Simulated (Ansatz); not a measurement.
Here is an Ansatz 0.2.0 calculation.

run.py

```python
import json

import ase.io
import numpy as np

import ansatz as az

atoms = ase.io.read("POSCAR", format="vasp")
atoms.set_initial_magnetic_moments([3.0])

calculation = (
    az.Crystal.from_ase(atoms)
    .calculation()
    .kpoints(11, 11, 11)
    .functional("pbe")
    .pseudopotentials(kind="paw")
    .spin("collinear")
    .occupations(method="fermi_dirac", width=0.1)
    .density()
    .potential()
    .output_files(volumetric_format="npy")
    .electron_localization_function()
    .electric_field_gradient()
    .forces()
    .stress()
    .band_table(publish=True)
)
outcome = calculation.run(threads=2, events_out="events.jsonl")

report = outcome.report
for line in open("events.jsonl"):
    event = json.loads(line)
    if event["event"] == "scf_iter":
        d = event["data"]
        print(f"SCF {d['iter']:3d}  HF = {d['harris_foulkes_ev']:.6f} eV  dr2 = {d['dr2_ev']:.2e} eV")
    elif event["event"] in ("relax_step", "md_step"):
        d = event["data"]
        print(f"{event['event']} {d['step']:3d}  E = {d['lagrangian_ev']:.6f} eV")
np.set_printoptions(precision=5, suppress=True, linewidth=110)
print("converged:", report["converged"], "after", report["n_iterations"], "iterations")
print(f"free energy {report['free_energy_ev']:.6f} eV, Fermi level {report['fermi_energy_ev']:.4f} eV")
for key in ("band_edges_ev", "magnetization_mub", "site_moments_mub", "site_moments_nc_mub", "forces_ev_ang",
                "stress_gpa", "kpoints_frac", "eigenvalues_ev"):
    if report.get(key) is not None:
        print(key, np.array(report[key]), sep="\n")
```

File POSCAR:

```
Ti
1.0
    0.0000000000      2.0300000000      2.0300000000
    2.0300000000      0.0000000000      2.0300000000
    2.0300000000      2.0300000000      0.0000000000
Ti
1
Direct
    0.0000000000      0.0000000000      0.0000000000
```

Potentials or basis: Ansatz PAW.

Run with:

```console
$ python run.py
```

**Question.** Estimate the absolute moment.

**Answer.** 0.00 μB per cell.

**Question.** What does it give for the band gap on the k mesh?

**Answer.** None (metal or under the smearing width).

Caveat: the starting moments weren't kept.
